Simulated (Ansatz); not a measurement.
# BN: the cost of one run

Computed with Ansatz 0.2.0 (DFT PBE+D3(BJ), scalar-relativistic, plane waves, PAW, unless a step's input says otherwise).

2 further runs of the same task are left out: 2 set aside as unsound or not needed.

## (1) The structure to begin with

It takes space group Fmm2 (No. 42, orthorhombic). The conventional cell has a = 2.507 Å, b = 6.676 Å, c = 4.337 Å, α = 90.00°, β = 90.00°, γ = 90.00°. B (site symmetry mm2) is surrounded by 3 N at 1.45 Å. N (site symmetry mm2) has 3 B at 1.45 Å as nearest neighbours.

Coordinates:

```cif
data_structure
_symmetry_space_group_name_H-M 'Fmm2'
_symmetry_Int_Tables_number 42
_cell_length_a 2.5072
_cell_length_b 6.6758
_cell_length_c 4.3368
_cell_angle_alpha 90.000
_cell_angle_beta 90.000
_cell_angle_gamma 90.000
_cell_volume 72.59
loop_
_atom_site_label
_atom_site_type_symbol
_atom_site_symmetry_multiplicity
_atom_site_Wyckoff_symbol
_atom_site_fract_x
_atom_site_fract_y
_atom_site_fract_z
_atom_site_occupancy
B1 B 4 a 0.50000 0.00000 0.50010 1
N1 N 4 a 0.50000 0.00000 0.16660 1
```

It goes back to an entry of the Materials Project, which need not be the stable form.

It is the result of an earlier relaxation at this level (volume 9.07 Å³/atom; gap on the mesh: 3.66 eV).

## (2) What is varied

The energy is mapped over volume and the cell's shape.

First coordinate, volume per atom: 5 values from 8.35 to 9.80 Å³. Second coordinate, stretch along a over the lengths across it, relative to the relaxed cell: 5 values from 0.923 to 1.083.

Relaxed at each point: the atoms inside the fixed cell. Energies count from the relaxed crystal. Points are written as (first, second).

## (3) Point (9.07 Å³, 0.923)

input.yaml

```yaml
crystal:
  lattice:
    - [0.0, 3.4282410638, 2.2270845181]
    - [1.1883698752, 0.0, 2.2270845181]
    - [1.1883698752, 3.4282410638, 0.0]
  atoms:
    - { symbol: B, position: [0.0001022582, 0.0001022582, 0.9998977418] }
    - { symbol: "N", position: [0.6665977318, 0.6665977318, 0.3334022682] }
basis:
  ecutwfc: 520.0
kpoints:
  mp_grid: { grid: [12, 12, 12] }
hamiltonian:
  xc: pbe
  pseudopotentials: { kind: paw, azcp: { folder: soft_1 } }
  dispersion: d3bj
scf:
  occupations: { method: gaussian, width: 0.05 }
output:
  forces: true
  stress: true
  eigenvalues: true
relax:
  adjacent_minimum: "off"
  f_tol: 0.01
  max_steps: 30
```

The run is started by

```console
ansatz run input.yaml --threads 1 --pin off --max-ram 2048MiB --backend cpu --events-out ev --progress --plain --runs-dir out
```

**Question.** How long does this run take on 1 thread of AMD EPYC 9R45 (Zen 5), shared host, and how much memory does it need?

About 12 s, with a peak of 0.42 GiB.
